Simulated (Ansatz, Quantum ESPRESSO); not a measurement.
This is a calculation of AlNi for Ansatz 0.2.0. Atoms were shifted at random by some hundredths of an Å from the given cell, which wasn't relaxed again for these runs. The cell comes from a database or a generator and needn't be the stable form of this composition.

File input.yaml:

```yaml
crystal:
  lattice:
    - [1.938694, -1.95319015, 0.0]
    - [1.938694, 1.95319015, 0.0]
    - [0.0, 0.0, 3.0994300413]
  atoms:
    - { symbol: Ni, position: [0.497493, 0.508354, 0.501366], spin: 1.0 }
    - { symbol: Al, position: [-0.003139, -0.017737, -0.0059] }
hamiltonian:
  xc: pbesol
  pseudopotentials: { kind: paw }
magnetization:
  spin_polarized: true
kpoints:
  mp_grid: { grid: [10, 10, 9] }
scf:
  occupations: { method: fermi_dirac, width: 0.05 }
output:
  forces: true
  stress: true
  eigenvalues: true
```

Potentials or basis: Ansatz PAW.

Launch:

```console
$ ansatz run input.yaml --threads 1 --pin off --max-ram 3584MiB --backend cpu --events-out ev --progress --plain --runs-dir out
```

Q: Set up the same calculation for Quantum ESPRESSO 7.5. Potentials or basis there: GBRV 1.5 PBEsol, cutoff 612 eV.

A: As run (cutoffs and basis follow the program's own potentials, and thresholds, step limits or extra output files can differ):

Contents of pw.in:

```
&CONTROL
  calculation = 'scf'
  prefix = 'pwscf'
  outdir = './tmp'
  pseudo_dir = './pseudo'
  tprnfor = .true.
  tstress = .true.
  disk_io = 'nowf'
/
&SYSTEM
  ibrav = 0
  nat = 2
  ntyp = 2
  ecutwfc = 45
  ecutrho = 360
  nbnd = 20
  occupations = 'smearing'
  smearing = 'fd'
  degauss = 0.00367493
  nspin = 2
  starting_magnetization(1) = 0.0556
  starting_magnetization(2) = 0
/
&ELECTRONS
  conv_thr = 4d-10
  electron_maxstep = 120
  mixing_beta = 0.3
/
ATOMIC_SPECIES
Ni    58.6934 ni_pbesol_v1.4.uspp.F.UPF
Al    26.9815 al_pbesol_v1.uspp.F.UPF
CELL_PARAMETERS angstrom
   1.9386940000   -1.9531901500    0.0000000000
   1.9386940000    1.9531901500    0.0000000000
   0.0000000000    0.0000000000    3.0994300413
ATOMIC_POSITIONS crystal
Ni     0.4974930000    0.5083540000    0.5013660000
Al    -0.0031390000   -0.0177370000   -0.0059000000
K_POINTS automatic
10 10 9 0 0 0
```

Potentials or basis: GBRV 1.5 PBEsol.

The run is started by

```sh
$ OMP_NUM_THREADS=1 mpirun -n 2 pw.x -nk 2 -in pw.in > pw.out
```

Both were run:

|  | Ansatz | Quantum ESPRESSO |
| --- | --- | --- |
| Pressure | 0.8 GPa | 0.8 GPa |
| Largest force | 0.440 eV/Å | 0.443 eV/Å |
| Net moment | 0.00 μB per cell | 0.00 μB per cell |
| Absolute moment | 0.00 μB per cell | 0.00 μB per cell |
| Energy over the undisturbed cell | 8.3 meV/atom | 8.3 meV/atom |

Ansatz's pressure holds a Pulay term of +0.06 GPa for its cutoff of 420 eV, which the other run lacks.

Ansatz's potentials were made for PBE.

Where Ansatz's input types no cutoff or centring, it takes its own default and a Γ-centred mesh.

The magnetic state is the one that the start led to; the real crystal's order can differ.

Pressure is positive in compression.
